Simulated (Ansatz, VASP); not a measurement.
**BaTe in VASP and in Ansatz**

```
CELL_PARAMETERS angstrom
0.06664 3.59903 3.59903
3.59903 0.06664 3.59903
3.59903 3.59903 0.06664
ATOMIC_POSITIONS crystal
Ba 0.00000 0.00000 0.00000
Te 0.50000 0.50000 0.50000
```

Change from the starting cell: shear_111 strain +2.8%.

Alike in both runs: task single point; functional HSE06; k mesh 4 × 4 × 4; no spin polarisation.

```csv
,VASP,Ansatz
version,VASP 6.6.1,Ansatz 0.2.0
potentials or method,"VASP PAW PBE potentials, release 64 (Ba_sv, Te)","plane waves, PAW"
plane-wave cutoff (eV),520,420
occupations,"gaussian, width 0.01 eV",fixed
valence electrons in the cell,16,26
```

VASP gave:

| Property | Result |
| --- | --- |
| gap on the k mesh at the Fermi level (eV) | 2.32 |
| pressure (GPa) | -0.8 |
| largest component of the traceless stress (GPa) | 0.24 |

Question: Which values does Ansatz return?

Answer: gap on the k mesh at the Fermi level (eV): 2.36; pressure (GPa): -1.0; largest component of the traceless stress (GPa): 0.24.

The two sets of potentials don't hold the same shells in valence. Ansatz warned: «stress_exchange_threshold_loose».

Caveats: the PAW data sets were made with another functional, which shifts forces and pressure a little (VASP); spin-orbit coupling is left out, which moves the levels of the heavy elements. A k mesh can miss the band edges.
